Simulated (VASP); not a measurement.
# HfC (Fm-3m) in VASP: further runs

One crystal, HfC, is run at these levels: LDA; tasks: single point.

Everything below comes from runs of VASP 6.6.1. Logs are shortened: lines on timing, memory, paths and dates and some standing lists are left out, and cuts for length are marked.

## Step 1: The structure

The structure is cubic, space group Fm-3m (No. 225). The conventional cell has a = 4.650 Å, b = 4.650 Å, c = 4.650 Å, α = 90.00°, β = 90.00°, γ = 90.00°. Hf (site symmetry m-3m) is surrounded by 6 C at 2.33 Å. Around C (site symmetry m-3m) lie 6 Hf at 2.33 Å.

## Step 2: Single point, LDA

Contents of INCAR:

```
PREC = Accurate
ENCUT = 450
EDIFF = 1E-7
ISMEAR = -1
SIGMA = 0.15
LREAL = F
LASPH = T
NELM = 100
ALGO = Normal
ISIF = 2
LWAVE = F
LCHARG = F
ADDGRID = F
```

Contents of KPOINTS:

```
Automatic mesh
0
Gamma
  15 15 15
```

Contents of POSCAR:

```
HfC
1.0
    0.0000000000      2.3250000000      2.3250000000
    2.3250000000      0.0000000000      2.3250000000
    2.3250000000      2.3250000000      0.0000000000
Hf C
1 1
Direct
    0.5000000000      0.5000000000      0.5000000000
    0.0000000000      0.0000000000      0.0000000000
```

Potentials or basis: VASP PAW LDA potentials, release 64 (Hf, C).

Run with:

```console
> cat potpaw_LDA.64/Hf/POTCAR potpaw_LDA.64/C/POTCAR > POTCAR
> mpirun -np 1 vasp_std > vasp.out
```

OUTCAR:

```text
PREC = Accurate
   ENCUT = 450
   EDIFF = 1E-7
   ISMEAR = -1
   LREAL = F
   LASPH = T
   NELM = 100
   ISIF = 2

 Found    120 irreducible k-points:

 Following reciprocal coordinates:
            Coordinates               Weight
  0.000000  0.000000  0.000000      1.000000
  0.066667  0.000000  0.000000      8.000000
  0.133333  0.000000  0.000000      8.000000
  0.200000  0.000000  0.000000      8.000000
  0.266667  0.000000  0.000000      8.000000
  0.333333  0.000000  0.000000      8.000000
   k-points           NKPTS =    120   k-points in BZ     NKDIM =    120   number of bands    NBANDS=      8
   number of dos      NEDOS =    301   number of ions     NIONS =      2
   total plane-waves  NPLWV =  13824
   dimension x,y,z NGX =    24 NGY =   24 NGZ =   24
   dimension x,y,z NGXF=    48 NGYF=   48 NGZF=   48
   ions per type =               1   1
   NGX,Y,Z   is equivalent  to a cutoff of  12.13, 12.13, 12.13 a.u.
   NGXF,Y,Z  is equivalent  to a cutoff of  24.27, 24.27, 24.27 a.u.
 SYSTEM =  unknown system
   PREC   = accura    normal or accurate (medium, high low for compatibility)
   ISTART =      0    job   : 0-new  1-cont  2-samecut
   ICHARG =      2    charge: 1-file 2-atom 10-const
   ISPIN  =      1    spin polarized calculation?
   LNONCOLLINEAR =      F non collinear calculations
   LSORBIT =      F    spin-orbit coupling
   LASPH  =      T    aspherical Exc in radial PAW
   ENCUT  =  450.0 eV  33.07 Ry    5.75 a.u.   5.69  5.69  5.69*2*pi/ulx,y,z
   NELM   =    100;   NELMIN=  2; NELMDL= -5     # of ELM steps
   EDIFF  = 0.1E-06   stopping-criterion for ELM
   LREAL  =      F    real-space projection
   EDIFFG = 0.1E-05   stopping-criterion for IOM
   NSW    =      0    number of steps for IOM
   IBRION =     -1    ionic relax: 0-MD 1-quasi-New 2-CG
   NFREE  =      0    steps in history (QN), initial steepest desc. (CG)
   ISIF   =      2    stress and relaxation
   ISYM   =      2    0-nonsym 1-usesym 2-fastsym
   POTIM  = 0.5000    time-step for ionic-motion
   TEBEG  =    0.0;   TEEND  =   0.0 temperature during run
   PSTRESS=    0.0 pullay stress
   NELECT =       8.0000    total number of electrons
   NUPDOWN=      -1.0000    fix difference up-down
   EMIN   =  10.00;   EMAX   =-10.00  energy-range for DOS
   EFERMI =   0.00;   METHOD = LEGACY
   ISMEAR =    -1;   SIGMA  =   0.15  broadening in eV -4-tet -1-fermi 0-gaus
   EFERMI_NEDOS =   21; number of points for ismear=-14 and -15
   IALGO  =     38    algorithm
   IMIX   =      4    mixing-type and parameters
     AMIX     =   0.40;   BMIX     =  1.00
     AMIX_MAG =   1.60;   BMIX_MAG =  1.00
  volume/ion in A,a.u.               =      12.57        84.81
  Fermi-wavevector in a.u.,A,eV,Ry     =   1.117734  2.112211 16.998163  1.249330
  Thomas-Fermi vector in A             =   2.254359
   LORBIT       =      0    0 simple, 1 ext, 2 COOP (PROOUT), +10 PAW based schemes
   GGA     = CA    functional components
   LHFCALC =     F    Hartree Fock is set to
   AEXX    =    0.0000 exact exchange contribution
   IVDW    =     0    specifies the selected vdW correction
   LEPSILON=     F    determine dielectric tensor
   LRPA    =     F    only Hartree local field effects (RPA)
 non-spin polarized calculation
  energy-cutoff  :      450.00
  volume of cell :       25.14
 maximum number of plane-waves:       560
   NGX = 11   NGY = 11   NGZ = 11

 number of electron       8.0000000 magnetization

 Free energy of the ion-electron system (eV)
  ---------------------------------------------------
  ext. energy  EPLUGINS =         0.00000000
  ---------------------------------------------------
  free energy    TOTEN  =       -22.93828373 eV

  energy without entropy =      -22.91508777  energy(sigma->0) =      -22.92668575

 E-fermi :   6.2113     XC(G=0): -12.1985

 val. band max:        6.2109562847   @ k =   0.3333   0.2667   0.0000
 cond. band min:       6.2306217285   @ k =   0.4667   0.4000   0.0000
 fundamental gap:      0.0196654438
 Fermi energy:         6.2113079730

 k-point     1 :       0.0000    0.0000    0.0000
  band No.  band energies     occupation
      1      -5.9184      2.00000
      2       7.2399      0.00210
      3       7.2399      0.00210
      4       7.2399      0.00210
      5       7.5246      0.00032
      6       7.5246      0.00032
      7       7.5246      0.00032
      8       9.5440      0.00000

 k-point     2 :       0.0667    0.0000    0.0000
  band No.  band energies     occupation
      1      -5.8123      2.00000
      2       6.4012      0.43999
      3       6.6575      0.09720
      4       6.6575      0.09720
      5       7.7735      0.00006
      6       7.7735      0.00006
      7       8.0912      0.00001
      8      10.1089      0.00000

 k-point     3 :       0.1333    0.0000    0.0000
  band No.  band energies     occupation
      1      -5.5016      2.00000
      2       5.2716      1.99620
      3       5.7978      1.88061
      4       5.7978      1.88060
      5       8.1416      0.00001
      6       8.1416      0.00001
      7       8.5333      0.00000
      8      11.2817      0.00000

 k-point     4 :       0.2000    0.0000    0.0000
  band No.  band energies     occupation
      1      -5.0097      2.00000
      2       4.0892      2.00000
      3       4.9904      1.99942
      4       4.9904      1.99942
      5       8.6748      0.00000
      6       8.6748      0.00000
      7       8.8847      0.00000
      8      12.6456      0.00000

 k-point     5 :       0.2667    0.0000    0.0000
  band No.  band energies     occupation
      1      -4.3733      2.00000
      2       2.9327      2.00000
      3       4.3119      1.99999
      4       4.3119      1.99999
      5       9.3013      0.00000
      6       9.3613      0.00000
      7       9.3613      0.00000
      8      14.0573      0.00000

 k-point     6 :       0.3333    0.0000    0.0000
  band No.  band energies     occupation
      1      -3.6431      2.00000
      2       1.8491      2.00000
      3       3.7894      2.00000
      4       3.7894      2.00000
      5       9.8842      0.00000
      6      10.1380      0.00000
      7      10.1380      0.00000
      8      15.2264      0.00000

 [... further k-points ...]

------------------------ aborting loop because EDIFF is reached ----------------------------------------

  FORCE on cell =-STRESS in cart. coord.  units (eV):
  Direction    XX          YY          ZZ          XY          YZ          ZX
  --------------------------------------------------------------------------------------
  -------------------------------------------------------------------------------------
  Total       -1.8435060     -1.8435060     -1.8435060      0.0000000      0.0000000     -0.0000000
  in kB     -117.5049798   -117.5049798   -117.5049798      0.0000000      0.0000000     -0.0000000
  external PRESSURE =    -117.5049798 kB  Pullay stress =       0.0000000 kB

 VOLUME and BASIS-vectors are now :
 -----------------------------------------------------------------------------
  energy-cutoff  :      450.00
  volume of cell :       25.14
      direct lattice vectors                 reciprocal lattice vectors
     0.000000000  2.325000000  2.325000000    -0.215053763  0.215053763  0.215053763
     2.325000000  0.000000000  2.325000000     0.215053763 -0.215053763  0.215053763
     2.325000000  2.325000000  0.000000000     0.215053763  0.215053763 -0.215053763

 POSITION                                       TOTAL-FORCE (eV/Angst)
 -----------------------------------------------------------------------------------
      2.32500      2.32500      2.32500         0.000000     -0.000000      0.000000
      0.00000      0.00000      0.00000        -0.000000      0.000000      0.000000
 -----------------------------------------------------------------------------------
    total drift:                                0.000000     -0.000000     -0.000000

  FREE ENERGIE OF THE ION-ELECTRON SYSTEM (eV)
  ---------------------------------------------------
  free  energy   TOTEN  =       -22.9382837266 eV

  energy  without entropy=      -22.9150877666  energy(sigma->0) =      -22.92668575
```

Wall time 38 s (1 thread of AMD EPYC, shared host); peak memory 0.12 GiB.

The run converged, but some of its settings lie outside the range that counts as converged, so its numbers aren't taken as properties of the crystal.

Results:

* Free energy: -22.9383 eV
* Band gap on the k mesh: none (metal or under the smearing width)

Caveat: the cutoff is under 1.25 times the usual one of these potentials, so pressure, stress and relaxed cells hold a basis-set (Pulay) error.

## Step 3: Single point, LDA

INCAR, as its differences from that of step 2:

```diff
@@ -4,3 +4,3 @@
 ISMEAR = -1
-SIGMA = 0.15
+SIGMA = 0.4
 LREAL = F
```

KPOINTS is that of step 2.

POSCAR is that of step 2.

Potentials or basis: VASP PAW LDA potentials, release 64 (Hf, C).

Run with:

```console
> cat potpaw_LDA.64/Hf/POTCAR potpaw_LDA.64/C/POTCAR > POTCAR
> mpirun -np 1 vasp_std > vasp.out
```

It took 41 s on 1 thread of AMD EPYC, shared host; peak memory 0.11 GiB.

The run converged, but some of its settings lie outside the range that counts as converged, so its numbers aren't taken as properties of the crystal.

Results:

```
Free energy            : -23.0240 eV
Band gap on the k mesh : none (metal or under the smearing width)
```

Caveat: the cutoff is under 1.25 times the usual one of these potentials, so pressure, stress and relaxed cells hold a basis-set (Pulay) error.

## Step 4: The reference run

An earlier run on the cell as given: functional PBE; potentials or basis VASP PAW PBE potentials, release 64 (Hf_pv, C); cutoff 520 eV; k mesh 10 × 10 × 10; occupations fermi-dirac, width 0.05 eV; no spin polarisation.

* Pressure: -0.4 GPa
* Band gap on the k mesh: none (metal or under the smearing width)
